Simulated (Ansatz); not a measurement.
# Cr: equation of state with PBEsol

Cr:

```
Cr
1.0
     1.14705   -2.46703    0.00000
     1.14705    2.46703    0.00000
     0.00000    0.00000    4.06431
Cr
2
Direct
  0.87053 0.12947 0.75000
  0.12947 0.87053 0.25000
```

This isn't the form of Cr at room conditions, which is bcc.

- Program: Ansatz 0.2.0
- Task: equation of state
- Functional: PBEsol
- Potentials or basis: all-electron LAPW, scalar-relativistic
- Basis error allowed: 0.0005 eV/atom
- k mesh: 13 × 13 × 7
- Occupations: fermi-dirac, width 0.05 eV
- Spin: collinear spin, ferromagnetic start
- Starting moments: [3.0, 3.0] μB

```
Equilibrium volume                        : 11.42 Å³/atom
Bulk modulus at fixed shape and positions : 260 GPa
Pressure derivative of the bulk modulus   : 4.2
```

Energy against volume, from the lowest point:
```tsv
volume (Å³/atom)	energy (meV/atom)
10.811	28.33
11.041	10.25
11.271	1.10
11.501	0.00
11.731	6.16
11.961	18.85
12.191	37.43
```

All runs of the series together: 15 min on 2 threads of Intel(R) Xeon(R) Processor @ 2.50GHz (Skylake/Cascade Lake), on a shared host.

Caveat: the cell was scaled at fixed shape and fractional positions, which overstates the stiffness of a crystal with free parameters, most of all of layers and chains; the starting moments weren't kept.
